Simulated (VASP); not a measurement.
Write the native input for VASP 6.6.1 that does the following.

| Property | Result |
| --- | --- |
| Task | single point |
| Functional | r2SCAN |
| Potentials or basis | VASP PAW PBE potentials, release 64 (Mg) |
| Cutoff | 900 eV |
| k mesh | 18 × 18 × 16 |
| Occupations | methfessel-paxton, width 0.1 eV |
| Spin | no spin polarisation |
| Further INCAR settings | ADDGRID = False; ALGO = Normal; EDIFF = 1e-08 |

The structure of Mg lies in POSCAR:

```
Mg
1.0
    3.0502998005      0.0000000000      0.0000000000
   -1.5251499003      2.6416371164      0.0000000000
    0.0000000000      0.0000000000      3.0448375700
Mg
1
Direct
    0.0000000000      0.0000000000      0.0000000000
```

This isn't the form of Mg at room conditions, which is hcp.

One way to write it, as run:

INCAR

```
ADDGRID = False
ALGO = Normal
EDIFF = 1E-8
ENCUT = 900
ISIF = 2
ISMEAR = 1
LASPH = True
LCHARG = False
LMIXTAU = True
LREAL = False
LWAVE = False
METAGGA = R2SCAN
NELM = 100
PREC = Accurate
SIGMA = 0.1
```

KPOINTS

```
k-points
0
Gamma
  18 18 16
```

Potentials or basis: VASP PAW PBE potentials, release 64 (Mg).

The run is started by

```sh
$ cat potpaw_PBE.64/Mg/POTCAR > POTCAR
$ mpirun -np 1 vasp_std > vasp.out
```

It gave:

```yaml
Pressure: 0.4 GPa
Band_gap_on_the_k_mesh: none (metal or under the smearing width)
```

Caveat: the PAW data sets were made with another functional, which shifts forces and pressure a little.

Wall time 3.5 min on 1 thread of Intel(R) Xeon(R) 6975P-C (Granite Rapids), with other jobs on the host, peak memory 0.26 GiB.
